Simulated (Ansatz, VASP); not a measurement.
## Two plane-wave programs on MgO

The input INCAR:

```
ALGO = Normal
EDIFF = 1E-6
ENCUT = 520
GGA = PS
ISIF = 2
ISMEAR = 0
LASPH = T
LCHARG = F
LREAL = F
LWAVE = F
NBANDS = 11
NELM = 60
PREC = Accurate
SIGMA = 0.05
```

Contents of KPOINTS:

```
k-points
0
Gamma
  9 9 8
```

The input POSCAR:

```
MgO
1.0
    2.9380209034      0.0000000000      0.0000000000
   -1.4690104517      2.5444007392      0.0000000000
    0.0000000000      0.0000000000      2.6796800000
Mg O
1 1
Direct
   -0.0196509926     -0.0393019851     -0.0373178887
    0.3333333333      0.6666666667      0.5000000000
```

Input for Ansatz:

```yaml
crystal:
  lattice:
    - [2.9380209034, 0.0, 0.0]
    - [-1.4690104517, 2.5444007392, 0.0]
    - [0.0, 0.0, 2.67968]
  atoms:
    - { symbol: Mg, position: [-0.0196509926, -0.0393019851, -0.0373178887] }
    - { symbol: O, position: [0.3333333333, 0.6666666667, 0.5] }
basis:
  ecutwfc: 420
kpoints:
  mp_grid: { grid: [9, 9, 8] }
hamiltonian:
  xc: pbesol
scf:
  occupations: { method: gaussian, width: 0.05 }
output:
  forces: true
  stress: true
  eigenvalues: true
```

Alike in both runs: task single point; functional PBEsol; k mesh 9 × 9 × 8; occupations gaussian, width 0.05 eV; no spin polarisation.

```csv
,VASP,Ansatz
version,VASP 6.6.1,Ansatz 0.2.0
potentials or method,"VASP PAW PBE potentials, release 64 (Mg, O)","scalar-relativistic, plane waves, PAW"
plane-wave cutoff (eV),520,420
valence electrons in the cell,8,16
```

VASP gave:

| Property | Result |
| --- | --- |
| gap on the k mesh at the Fermi level (eV) | 2.91 |
| least direct gap on the mesh (eV) | 3.33 |
| pressure (GPa) | -2.9 |
| largest component of the traceless stress (GPa) | 1.49 |
| rms of the force components (eV/Å) | 0.276 |

Problem. Estimate Ansatz's values.

Solution. gap on the k mesh at the Fermi level (eV): 2.91; least direct gap on the mesh (eV): 3.33; pressure (GPa): -2.4; largest component of the traceless stress (GPa): 1.48; rms of the force components (eV/Å): 0.272.

Atom by atom the forces differ by 0.004 eV/Å (rms over components). The two sets of potentials don't hold the same shells in valence.

Caveats: the PAW data sets were made with another functional, which shifts forces and pressure a little (VASP); an odd mesh through Γ misses points on the zone boundary, where band edges often lie.
